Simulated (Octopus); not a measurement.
This Octopus 16.4 run on MoS2 needs a look.

File inp:

```
CalculationMode = gs
UnitsOutput = eV_Angstrom
PeriodicDimensions = 3
ExperimentalFeatures = yes
PseudopotentialSet = hgh_lda
%LatticeParameters
 1*angstrom | 1*angstrom | 1*angstrom
%
%LatticeVectors
 3.1841260822 | 0 | 0
 -1.5920630411 | 2.757534076 | 0
 0 | 0 | 17.33459995
%
%ReducedCoordinates
 "Mo" | 0 | 0 | 0
 "S" | 0.3333333333 | 0.6666666667 | 0.91050702
 "S" | 0.3333333333 | 0.6666666667 | 0.08949298
%
%Spacing
 0.17689589*angstrom | 0.17689589*angstrom | 0.18246947*angstrom
%
DerivativesOrder = 8
%KPointsGrid
 4 | 4 | 1
%
KPointsUseSymmetries = yes
XCFunctional = lda_x + lda_c_pw_mod
SmearingFunction = semiconducting
ExtraStates = 5
Eigensolver = cg
ConvRelDens = 1e-6
MaximumIter = 100
SCFCalculateStress = yes
EigensolverMaxIter = 1
```

Potentials or basis: hgh_lda (LDA).

Run with:

```console
$ OMP_NUM_THREADS=1 octopus > out.log
```

out.log:

```text
Running octopus

Version                : 16.4
Optional libraries     :

************************** Calculation Mode **************************
Input: [CalculationMode = gs]
**********************************************************************

Input: [SpinComponents = unpolarized]

******************************* Space ********************************
Octopus will run in 3 dimension(s).
Octopus will treat the system as periodic in 3 dimension(s).
**********************************************************************

Input: [AllElectronType = no]
Input: [PseudopotentialSet = hgh_lda]
Reading Coordinates from ReducedCoordinates block
[... 536 lines left out ...]
---------------------------%---------------------%--------------------
---------------------------%---------------------%--------------------
---------------------------%------------%--------%-%------------------
-----%---------------------%---%-----%--%--------%-%------------------
-----%---------------------%---%-----%--%--------%%%------------------
-----%---------------------%--%%%-%--%--%--------%%%------------------
--%--%%%-------------------%--%%%%%-%%%-%--------%%%-%-%%--------%---%
--%--%%%-----------------%-%--%%%%%-%%%-%--------%%%-%-%%--------%---%
--%--%%%-----------------%-%%-%%%%%-%%%%%--------%%%-%-%%--------%-%-%
                                          ^

**********************************************************************

Info: restarting mixing.

** Warning:
**   Some of the states are not fully converged!

** Warning:
**   SCF *not* converged after  100 iterations.

Info: Number of matrix-vector products:      11200
Info: Finished writing information to 'restart/gs'.

Octopus emitted 105 warnings.
```

Problem. Diagnose the run.

Solution. The calculation stopped without meeting its thresholds. The input holds a flaw that was put in on purpose: one eigensolver pass a cycle (Eigensolver = cg; EigensolverMaxIter = 1).
